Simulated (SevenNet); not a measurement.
**L1₀ (CuAu-type) CoPt**

Computed with the machine-learned potential SevenNet-0 (trained on PBE and PBE+U data).

Cell (relaxed at this level):

CoPt has the tetragonal space group P4/mmm (No. 123), Pearson symbol tP2. Conventional cell: a = b = 2.7021 Å, c = 3.7204 Å, α = β = γ = 90.00°. Co on 1a is surrounded by 8 Pt at 2.667 Å and 4 Co at 2.702 Å (cuboctahedral). Pt on 1d has 8 Co at 2.667 Å and 4 Pt at 2.702 Å (cuboctahedral). (Neighbours: up to the widest gap in distance over summed covalent radii, below 1.35, at either atom.)

| Item | Result |
|---|---|
| lattice constant a | 2.702 Å |
| lattice parameter c | 3.720 Å |

Measured, for comparison: lattice constant a 2.694 Å (temperature not stated, no zero-point or thermal correction, P4/mmm two-atom cell, a_fct/√2; as tabulated in Karoui et al. (2013), arXiv:1204.5845); lattice parameter c 3.707 Å (temperature not stated, no zero-point or thermal correction; as tabulated in Karoui et al. (2013), arXiv:1204.5845). Computed (rounded) less measured: lattice constant a +0.3 %, lattice parameter c +0.4 %.

A machine-learned potential is trained on density-functional data: it inherits that level's misses and adds fitting errors of its own.
